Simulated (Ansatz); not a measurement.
Runs of Ansatz 0.2.0 on ZnS (Wurtzite-2H). It takes space group P6_3mc (No. 186, hexagonal). Conventional cell: a = 3.811 Å, b = 3.811 Å, c = 6.234 Å, α = 90.00°, β = 90.00°, γ = 120.00°. Zn (site symmetry 3m) is surrounded by 4 S at 2.31 to 2.40 Å. Around S (site symmetry 3m) lie 4 Zn at 2.31 to 2.40 Å. 

| task | level | cutoff (eV) | basis error allowed | gap on the mesh (eV) | pressure (GPa) | V0 of scaled cells (Å³/atom) | B0 (GPa) | largest force (eV/Å) |
| --- | --- | --- | --- | --- | --- | --- | --- | --- |
| band structure | LDA | 265 | 0.002 eV/atom | 1.99 | -3.9 | - | - | 0.30 |
| band structure | PBEsol | 264 | 0.002 eV/atom | 2.11 | -1.3 | - | - | 0.31 |
| band structure | PBE | 264 | 0.002 eV/atom | 2.25 | 2.3 | - | - | 0.32 |
| equation of state | PBE | - | 0.001 eV/atom | - | - | (b) | 69 | - |
| single point | PBE | 288 | 0.001 eV/atom | 2.25 | 2.3 | - | - | 0.32 |
| equation of state | PBEsol | - | 0.002 eV/atom | - | - | 19.27 | 78 | - |
| equation of state | LDA | - | 0.002 eV/atom | - | - | 18.63 | (a) | - |

Alike in all rows: potentials or basis all-electron LAPW, scalar-relativistic; no spin polarisation; cell as given; k mesh 8 × 8 × 5; smearing fermi-dirac 0.05 eV.

Q: Estimate the missing entries.

A: (a) 86; (b) 20.23.

Caveats: the cell was scaled at fixed shape and fractional positions, which overstates the stiffness of a crystal with free parameters, most of all of layers and chains (some runs); an odd mesh through Γ misses points on the zone boundary, where band edges often lie (some runs).

Not every run made on this cell is shown here.
